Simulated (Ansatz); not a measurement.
# Li3N, response to strain

Base system: Li$_{3}$N (space group P6/mmm, No. 191; a = 3.634 Å, c = 3.865 Å). Axes: x lies along a and z along c of the hexagonal cell.

Strains are applied to the cell and any free atomic positions relax; under biaxial strain the out-of-plane vector relaxes too.

Method: plane-wave PAW DFT at the PBE level (Ansatz, an electronic-structure program, 420 eV), spin-orbit coupling left out.

Candidates:
(a) biaxial strain −0.43 %, plane normal [001], relaxed out of plane
(b) isotropic strain −0.74 %
(c) biaxial strain +3.03 %, plane normal [001], relaxed out of plane

For the base:

```
Item       Result
--------  -------
Band gap  1.06 eV
```

Problem. Order them by band gap, highest first.

Solution. (b) isotropic strain −0.74 % (1.12 eV), (a) biaxial strain −0.43 %, plane normal [001], relaxed out of plane (1.07 eV), (c) biaxial strain +3.03 %, plane normal [001], relaxed out of plane (0.98 eV)

Stability against distortions was not tested.
